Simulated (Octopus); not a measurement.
# W (Im-3m) in Octopus: equation of state

Aim: energy against volume of W in PBEsol, for its equilibrium volume and stiffness.

All numbers are computed with Octopus 16.4; they aren't measurements. Logs are shortened: lines on timing, memory, paths and dates and some standing lists are left out, and cuts for length are marked.

## (1) Starting point

Symmetry: Im-3m, No. 229, cubic system. The conventional cell has a = 3.165 Å, b = 3.165 Å, c = 3.165 Å, α = 90.00°, β = 90.00°, γ = 90.00°. W (site symmetry m-3m) is surrounded by 8 W at 2.74 Å.

## (2) Equation of state, PBEsol, 15.85 Å³/atom

Input file inp:

```
CalculationMode = gs
UnitsOutput = eV_Angstrom
PeriodicDimensions = 3
ExperimentalFeatures = yes
PseudopotentialSet = pseudodojo_pbesol
%LatticeParameters
 1*angstrom | 1*angstrom | 1*angstrom
%
%LatticeVectors
 -1.582345 | 1.582345 | 1.582345
 1.582345 | -1.582345 | 1.582345
 1.582345 | 1.582345 | -1.582345
%
%ReducedCoordinates
 "W" | 0 | 0 | 0
%
%Spacing
 0.13703510*angstrom | 0.13703510*angstrom | 0.13703510*angstrom
%
DerivativesOrder = 8
%KPointsGrid
 12 | 12 | 12
%
KPointsUseSymmetries = yes
XCFunctional = gga_x_pbe_sol + gga_c_pbe_sol
SmearingFunction = fermi_dirac
Smearing = 0.05*eV
ExtraStates = 7
Eigensolver = chebyshev_filter
ConvRelDens = 3e-7
MaximumIter = 120
%Output
 density | cube
 elf | cube
 potential | cube
%
```

Potentials or basis: pseudodojo_pbesol (PseudoDojo 0.4, PBEsol).

Started as:

```sh
$ OMP_NUM_THREADS=1 octopus > out.log
```

out.log:

```text
Running octopus

[... 13 lines left out ...]

Input: [AllElectronType = no]
Input: [PseudopotentialSet = pseudodojo_pbesol]
Reading Coordinates from ReducedCoordinates block

****************************** Species *******************************
  Species 'W'
    type             : pseudopotential
    file             : 'W.upf'
    file format      : UPF2
    valence charge   : 14.0
    atomic number    :  74
    form on file     : kleinman-bylander
    lmax             : 3
    llocal           : -1
    projectors per l : 2
    total projectors : 8
    application form : kleinman-bylander
    orbitals         : 10
    bound orbitals   : 10

**********************************************************************

***************************** Symmetries *****************************
Space group No.  229
International: Im-3m
Schoenflies: Oh^9
Info: The system has    48 symmorphic symmetries that can be used.
  Index                Rotation matrix                      Fractional translations
    1 :     1   0   0     0   1   0     0   0   1      0.000000    0.000000    0.000000
    2 :    -1   0   0     0  -1   0     0   0  -1      0.000000    0.000000    0.000000
    3 :     0   0  -1     1   1   1     0  -1   0      0.000000    0.000000    0.000000
    4 :     0   0   1    -1  -1  -1     0   1   0      0.000000    0.000000    0.000000
    5 :     0   1   0     1   0   0    -1  -1  -1      0.000000    0.000000    0.000000
    6 :     0  -1   0    -1   0   0     1   1   1      0.000000    0.000000    0.000000
[... 40 lines left out ...]
   47 :     0   0  -1    -1   0   0     1   1   1      0.000000    0.000000    0.000000
   48 :     0   0   1     1   0   0    -1  -1  -1      0.000000    0.000000    0.000000
Info: The system also has     0 nonsymmorphic symmetries (not used for electrons).
**********************************************************************

Input: [CurvMethod = curv_affine]
Input: [DerivativesStencil = stencil_stargeneral]

****************************** Lattice *******************************
  Lattice Vectors [A]
   -1.582345    1.582345    1.582345
    1.582345   -1.582345    1.582345
    1.582345    1.582345   -1.582345
  Cell volume =            15.8476 [A^3]
  Reciprocal-Lattice Vectors [A^-1]
   -0.000000    1.985403    1.985403
    1.985403   -0.000000    1.985403
    1.985403    1.985403   -0.000000
  Cell angles [degree]
    alpha =  109.471
    beta  =  109.471
    gamma =  109.471
**********************************************************************

Checking if the generated full k-point grid is symmetric

    72 k-points generated from parameters :
 ---------------------------------------------------
    n =   12   12   12

    s1  =  0.00  0.00  0.00

   index |      weight  |             coordinates              |
       1 |     0.000579 |    0.000000    0.000000    0.000000  |
       2 |     0.006944 |    0.083333    0.000000    0.000000  |
       3 |     0.013889 |    0.083333    0.083333    0.000000  |
       4 |     0.004630 |    0.083333    0.083333    0.083333  |
       5 |     0.003472 |   -0.083333    0.083333    0.083333  |
       6 |     0.006944 |    0.166667    0.000000    0.000000  |
[... 64 lines left out ...]
      71 |     0.006944 |   -0.416667    0.500000    0.416667  |
      72 |     0.000579 |    0.500000    0.500000    0.500000  |

Input: [SmearingFunction = fermi_dirac]
Input: [SymmetrizeDensity = yes]

******************************* States *******************************
Total electronic charge  =       14.000
Number of states         =       14
States block-size        =        4
**********************************************************************
[... 5 lines left out ...]
Simulation Box:
  Type = parallelepiped
  Lengths [A] = (   2.741,   2.741,   2.741)
Main mesh:
  Spacing [A] = ( 0.137, 0.137, 0.137)    volume/point [A^3] =      0.00198
  # inner mesh =       8000
  # total mesh =      35702
  Grid Cutoff [eV] =  2002.437727    Grid Cutoff [Ry] =   147.176471
**********************************************************************

Input: [StatesPack = yes]
Input: [StatesOrthogonalization = cholesky_serial]

**************************** Theory Level ****************************
Input: [TheoryLevel = kohn_sham]

Exchange-correlation:
  Exchange
    Perdew, Burke & Ernzerhof SOL (GGA)
    [1] J. P. Perdew, A. Ruzsinszky, G. I. Csonka, O. A. Vydrov, G. E. Scuseria, L. A. Constantin, X. Zhou, and K. Burke.,  Phys. Rev. Lett. 100, 136406 (2008)
  Correlation
    Perdew, Burke & Ernzerhof SOL (GGA)
    [1] J. P. Perdew, A. Ruzsinszky, G. I. Csonka, O. A. Vydrov, G. E. Scuseria, L. A. Constantin, X. Zhou, and K. Burke.,  Phys. Rev. Lett. 100, 136406 (2008)

**********************************************************************
[... 5 lines left out ...]
**********************************************************************

Info: FFT grid dimensions       = 20 x 20 x 20
      Total grid size           = 8000 (      0.1 MiB )
Input: [FilterPotentials = filter_TS]
Info: Pseudopotential for W
  Radii for localized parts:
    local part     =  1.3 A
    non-local part =  1.6 A
    orbitals       =  5.6 A

Input: [RelativisticCorrection = non_relativistic]
[... 11 lines left out ...]
      Block       2 contains       4 states:       5 -       8
      Block       3 contains       4 states:       9 -      12
      Block       4 contains       2 states:      13 -      14
Info: Ground-state allocation done.
Info: Could not find 'restart/gs' directory for restart.
[... 18 lines left out ...]
** Warning:
**   Cannot do LCAO for all states because there are not enough atomic orbitals.
**   Required: 14. Available: 10. 4 orbitals will be randomized.

Info: Unnormalized total charge =     14.002523
Info: Renormalized total charge =     14.000000
Info: Setting up Hamiltonian.
Info: Performing initial LCAO calculation with     10 orbitals.
Info: Getting Hamiltonian matrix elements.

Eigenvalues [eV]
 #st  Spin   Eigenvalue      Occupation
#k =       1, k = (  0.000000,  0.000000,  0.000000)
   1   --   -59.242166       2.000000
   2   --   -22.967594       2.000000
   3   --   -22.967584       2.000000
   4   --   -22.967584       2.000000
   5   --     4.074963       2.000000
   6   --    12.921347       2.000000
   7   --    12.921347       2.000000
   8   --    12.921493       2.000000
   9   --    16.586492       2.000000
  10   --    16.586492       2.000000
#k =       2, k = (  0.083333,  0.000000,  0.000000)
   1   --   -59.217929       2.000000
   2   --   -22.982413       2.000000
   3   --   -22.957499       2.000000
   4   --   -22.954266       2.000000
   5   --     4.407505       2.000000
   6   --    13.148475       2.000000
   7   --    13.391441       2.000000
   8   --    13.393214       2.000000
   9   --    16.900316       2.000000
  10   --    17.042318       2.000000
[... 70 further k-points ...]
Fermi energy =    22.114483 eV
Generating random wavefunctions for states       11 and above
Orthogonalizing wavefunctions.
Info: Ground-state restart information will be written to 'restart/gs'.
Info: SCF using complex wavefunctions.
Info: Starting SCF iteration.

** Warning:
**   Symmetrization discrepancy ratio (scalar) =  8.24270E-02

*********************** SCF CYCLE ITER #    1 ************************
 etot  = -2.04638382E+03 abs_ev   =  4.73E+01 rel_ev   =  2.41E-01
 ediff =        7.52E+01 abs_dens =  7.61E-01 rel_dens =  5.43E-02
Matrix vector products: 1800
Converged eigenvectors: 0

#  State  KPoint  Eigenvalue [eV]  Occupation    Error
      1       1      -59.244598    2.000000   ( 2.1E-06)
      1       2      -59.235097    2.000000   ( 7.7E-06)
      1       5      -59.225757    2.000000   ( 7.3E-06)
      1       3      -59.217331    2.000000   ( 1.3E-05)
      1       6      -59.209070    2.000000   ( 1.1E-05)
      1       9      -59.200175    2.000000   ( 7.4E-06)
      1       4      -59.194261    2.000000   ( 1.4E-05)
      1       7      -59.186451    2.000000   ( 2.5E-06)

  [output of 490 eigenvalues skipped: maximum error = 5.2E-02]

      8      25       13.616671    1.998112   ( 2.2E-02)
      7      59       13.616762    1.998109   ( 1.9E-02)
      7      53       13.619789    1.997991   ( 1.5E-02)
      7      40       13.667844    1.994756   ( 1.0E-02)
      8       3       13.905779    1.530792   ( 2.4E-03)
      8      35       13.959096    1.058013   ( 2.5E-02)
[... 9 lines left out ...]
      8      37       14.446203    0.000132   ( 2.7E-02)
      8      52       14.576902    0.000010   ( 1.2E-02)

  [output of 485 eigenvalues skipped: maximum error = 2.8E-01]

     14       3       40.407868    0.000000   ( 1.8E-01)
     14      45       40.754275    0.000000   ( 2.1E-01)
     14      61       40.866864    0.000000   ( 2.5E-01)
     14       2       41.201275    0.000000   ( 1.9E-01)
     14       5       41.318906    0.000000   ( 2.4E-01)
     14       1       42.696137    0.000000   ( 2.1E-01)
     14      55       43.923040    0.000000   ( 2.3E-01)
     14      60       44.621413    0.000000   ( 2.5E-01)

Density of states:

------------------------%---------------------------------------------
------------------------%---------------------------------------------
------------------------%---------------------------------------------
------------------------%---------------------------------------------
------------------------%---------------------------------------------
%-----------------------%----------------------%---%------------------
%----------------------%%----------------------%---%------------------
%----------------------%%--------------------%-%--%%------------------
%----------------------%%--------------------%%%%%%%%---%%%%%%--%-----
%----------------------%%-------------------%%%%%%%%%%%%%%%%%%%%%%----
                                                 ^

Fermi energy =    13.964904 eV

**********************************************************************

** Warning:
**   Symmetrization discrepancy ratio (scalar) =  8.21130E-02

*********************** SCF CYCLE ITER #    2 ************************
 etot  = -2.05418371E+03 abs_ev   =  5.14E+00 rel_ev   =  2.54E-02
 ediff =        2.87E-01 abs_dens =  7.45E-02 rel_dens =  5.32E-03
Matrix vector products: 1800
Converged eigenvectors: 0

[... levels of this cycle ...]

Fermi energy =    13.747352 eV
[... 123 lines left out ...]
*********************** SCF CYCLE ITER #   13 ************************
 etot  = -2.06348535E+03 abs_ev   =  2.44E-05 rel_ev   =  1.18E-07
 ediff =        1.52E-06 abs_dens =  5.89E-07 rel_dens =  4.21E-08
Matrix vector products: 1800
Converged eigenvectors: 3

#  State  KPoint  Eigenvalue [eV]  Occupation    Error
      1       1      -60.530546    2.000000   ( 3.1E-08)
      1       2      -60.521608    2.000000   ( 3.2E-08)
      1       5      -60.512819    2.000000   ( 3.3E-08)
      1       3      -60.504898    2.000000   ( 3.2E-08)
      1       6      -60.497129    2.000000   ( 2.8E-08)
      1       9      -60.488752    2.000000   ( 2.9E-08)
      1       4      -60.483211    2.000000   ( 4.8E-08)
      1       7      -60.475860    2.000000   ( 4.0E-08)

  [output of 490 eigenvalues skipped: maximum error = 8.9E-08]

      7      59       13.212594    1.997511   ( 8.7E-08)
      7      43       13.375358    1.937420   ( 2.1E-08)
      8       3       13.409390    1.880056   ( 3.3E-08)
      7      38       13.432070    1.817493   ( 2.0E-08)
      8      35       13.507067    1.379304   ( 8.0E-08)
      7      40       13.513252    1.325151   ( 3.9E-08)
[... 9 lines left out ...]
      8      21       14.111246    0.000025   ( 6.1E-08)
      8      52       14.155826    0.000010   ( 5.8E-08)

  [output of 485 eigenvalues skipped: maximum error = 9.2E-02]

     14      38       36.573590    0.000000   ( 9.6E-02)
     14      34       36.671811    0.000000   ( 2.2E-02)
     14      36       36.842678    0.000000   ( 3.2E-02)
     14      72       36.952340    0.000000   ( 6.9E-02)
     14       3       38.076615    0.000000   ( 5.9E-02)
     14       2       38.338318    0.000000   ( 4.3E-02)
     14      45       38.942157    0.000000   ( 3.7E-02)
     14       1       40.418559    0.000000   ( 2.6E-02)

Density of states:

-------------------------%--------------------------------------------
-------------------------%--------------------------------------------
-------------------------%--------------------------------------------
------------------------%%--------------------------------------------
%-----------------------%%-----------------------%--------------------
%-----------------------%%-----------------------%---%----------------
%-----------------------%%---------------------%-%--%%----------------
%-----------------------%%---------------------%%%-%%%------%%%--%----
%-----------------------%%---------------------%%%%%%%%---%%%%%%%%----
%-----------------------%%--------------------%%%%%%%%%%%%%%%%%%%%%---
                                                   ^

Fermi energy =    13.546992 eV

**********************************************************************

Info: SCF converged in   13 iterations

** Warning:
**   Some of the states are not fully converged!

Info: Number of matrix-vector products:      23400
Info: Writing output to static/

Info: Finished writing information to 'restart/gs'.

Octopus emitted 17 warnings.
```

Wall time 3.7 min (1 thread of Arm Neoverse V2, shared host); peak memory 0.68 GiB.

Results:

```yaml
Free_energy: -2063.4903 eV
Band_gap_on_the_k_mesh: none (metal or under the smearing width)
```

## (3) Equation of state, PBEsol, 15.53 Å³/atom (volume scaled by 0.98)

Edit inp of step 2 so:

```diff
@@ -9,5 +9,5 @@
 %LatticeVectors
- -1.582345 | 1.582345 | 1.582345
- 1.582345 | -1.582345 | 1.582345
- 1.582345 | 1.582345 | -1.582345
+ -1.5717249149 | 1.5717249149 | 1.5717249149
+ 1.5717249149 | -1.5717249149 | 1.5717249149
+ 1.5717249149 | 1.5717249149 | -1.5717249149
 %
@@ -17,3 +17,3 @@
 %Spacing
- 0.13703510*angstrom | 0.13703510*angstrom | 0.13703510*angstrom
+ 0.13611537*angstrom | 0.13611537*angstrom | 0.13611537*angstrom
 %
@@ -31,6 +31 @@
 MaximumIter = 120
-%Output
- density | cube
- elf | cube
- potential | cube
-%
```

Potentials or basis: pseudodojo_pbesol (PseudoDojo 0.4, PBEsol).

Started as:

```sh
$ OMP_NUM_THREADS=1 octopus > out.log
```

Wall time 3.6 min (1 thread of Arm Neoverse V2, shared host); peak memory 0.69 GiB.

Results (log left out):

```
Free energy            : -2063.4931 eV
Band gap on the k mesh : none (metal or under the smearing width)
```

## (4) Equation of state, PBEsol, 16.16 Å³/atom (volume scaled by 1.02)

Edit inp of step 3 so:

```diff
@@ -9,5 +9,5 @@
 %LatticeVectors
- -1.5717249149 | 1.5717249149 | 1.5717249149
- 1.5717249149 | -1.5717249149 | 1.5717249149
- 1.5717249149 | 1.5717249149 | -1.5717249149
+ -1.5928244114 | 1.5928244114 | 1.5928244114
+ 1.5928244114 | -1.5928244114 | 1.5928244114
+ 1.5928244114 | 1.5928244114 | -1.5928244114
 %
@@ -17,3 +17,3 @@
 %Spacing
- 0.13611537*angstrom | 0.13611537*angstrom | 0.13611537*angstrom
+ 0.13794264*angstrom | 0.13794264*angstrom | 0.13794264*angstrom
 %
```

Started as:

```sh
$ OMP_NUM_THREADS=1 octopus > out.log
```

It took 3.5 min on 1 thread of Arm Neoverse V2, shared host; peak memory 0.69 GiB.

The run converged. Its results:

* Free energy: -2063.4792 eV
* Band gap on the k mesh: none (metal or under the smearing width)

## (5) Equation of state, PBEsol, 15.21 Å³/atom (volume scaled by 0.96)

Edit inp of step 4 so:

```diff
@@ -9,5 +9,5 @@
 %LatticeVectors
- -1.5928244114 | 1.5928244114 | 1.5928244114
- 1.5928244114 | -1.5928244114 | 1.5928244114
- 1.5928244114 | 1.5928244114 | -1.5928244114
+ -1.5609593379 | 1.5609593379 | 1.5609593379
+ 1.5609593379 | -1.5609593379 | 1.5609593379
+ 1.5609593379 | 1.5609593379 | -1.5609593379
 %
@@ -17,3 +17,3 @@
 %Spacing
- 0.13794264*angstrom | 0.13794264*angstrom | 0.13794264*angstrom
+ 0.13518304*angstrom | 0.13518304*angstrom | 0.13518304*angstrom
 %
```

Started as:

```sh
$ OMP_NUM_THREADS=1 octopus > out.log
```

It took 3.4 min on 1 thread of Arm Neoverse V2, shared host; peak memory 0.69 GiB.

Results (log left out):

* Free energy: -2063.4781 eV
* Band gap on the k mesh: none (metal or under the smearing width)

## (6) Equation of state, PBEsol, 16.48 Å³/atom (volume scaled by 1.04)

Edit inp of step 5 so:

```diff
@@ -9,5 +9,5 @@
 %LatticeVectors
- -1.5609593379 | 1.5609593379 | 1.5609593379
- 1.5609593379 | -1.5609593379 | 1.5609593379
- 1.5609593379 | 1.5609593379 | -1.5609593379
+ -1.6031677168 | 1.6031677168 | 1.6031677168
+ 1.6031677168 | -1.6031677168 | 1.6031677168
+ 1.6031677168 | 1.6031677168 | -1.6031677168
 %
@@ -17,3 +17,3 @@
 %Spacing
- 0.13518304*angstrom | 0.13518304*angstrom | 0.13518304*angstrom
+ 0.13883840*angstrom | 0.13883840*angstrom | 0.13883840*angstrom
 %
```

Potentials or basis: pseudodojo_pbesol (PseudoDojo 0.4, PBEsol).

Started as:

```sh
$ OMP_NUM_THREADS=1 octopus > out.log
```

Wall time 3.4 min (1 thread of Arm Neoverse V2, shared host); peak memory 0.69 GiB.

The run converged. Its results:

```yaml
Free_energy: -2063.4562 eV
Band_gap_on_the_k_mesh: none (metal or under the smearing width)
```

## (7) Equation of state, PBEsol, 14.90 Å³/atom (volume scaled by 0.94)

Edit inp of step 6 so:

```diff
@@ -9,5 +9,5 @@
 %LatticeVectors
- -1.6031677168 | 1.6031677168 | 1.6031677168
- 1.6031677168 | -1.6031677168 | 1.6031677168
- 1.6031677168 | 1.6031677168 | -1.6031677168
+ -1.5500431812 | 1.5500431812 | 1.5500431812
+ 1.5500431812 | -1.5500431812 | 1.5500431812
+ 1.5500431812 | 1.5500431812 | -1.5500431812
 %
@@ -17,3 +17,3 @@
 %Spacing
- 0.13883840*angstrom | 0.13883840*angstrom | 0.13883840*angstrom
+ 0.13423768*angstrom | 0.13423768*angstrom | 0.13423768*angstrom
 %
```

Started as:

```sh
$ OMP_NUM_THREADS=1 octopus > out.log
```

It took 3.4 min on 1 thread of Arm Neoverse V2, shared host; peak memory 0.69 GiB.

It converged, with:

```
Free energy            : -2063.4488 eV
Band gap on the k mesh : none (metal or under the smearing width)
```

## (8) Equation of state, PBEsol, 16.80 Å³/atom (volume scaled by 1.06)

Edit inp of step 7 so:

```diff
@@ -9,5 +9,5 @@
 %LatticeVectors
- -1.5500431812 | 1.5500431812 | 1.5500431812
- 1.5500431812 | -1.5500431812 | 1.5500431812
- 1.5500431812 | 1.5500431812 | -1.5500431812
+ -1.6133792515 | 1.6133792515 | 1.6133792515
+ 1.6133792515 | -1.6133792515 | 1.6133792515
+ 1.6133792515 | 1.6133792515 | -1.6133792515
 %
@@ -17,3 +17,3 @@
 %Spacing
- 0.13423768*angstrom | 0.13423768*angstrom | 0.13423768*angstrom
+ 0.13972274*angstrom | 0.13972274*angstrom | 0.13972274*angstrom
 %
```

Started as:

```sh
$ OMP_NUM_THREADS=1 octopus > out.log
```

Run time: 3.4 min. Hardware: 1 thread of Arm Neoverse V2, shared host; peak memory 0.69 GiB.

It converged, with:

```yaml
Free_energy: -2063.4235 eV
Band_gap_on_the_k_mesh: none (metal or under the smearing width)
```

## (9) Equation of state, PBEsol

Potentials or basis: pseudodojo_pbesol (PseudoDojo 0.4, PBEsol).

No new run: the results of the series are fitted here.

What came out:

| Item | Value |
| --- | --- |
| Equilibrium volume | 15.68 Å³/atom (rough: see the caveat) |
| Bulk modulus | 328 GPa (rough) |

Energy against volume, from the lowest point:
| volume (Å³/atom) | energy (meV/atom) |
| --- | --- |
| 14.897 | 44.33 |
| 15.214 | 15.01 |
| 15.531 | 0.00 |
| 15.848 | 2.81 |
| 16.165 | 13.91 |
| 16.482 | 36.94 |
| 16.798 | 69.62 |

Caveat: the fit is doubtful: noisy points or a state that changes with volume; the number of grid points is fixed, so the spacing changes with the cell, which shifts volumes and moduli. Spin-orbit coupling is left out, which matters for the levels of W.
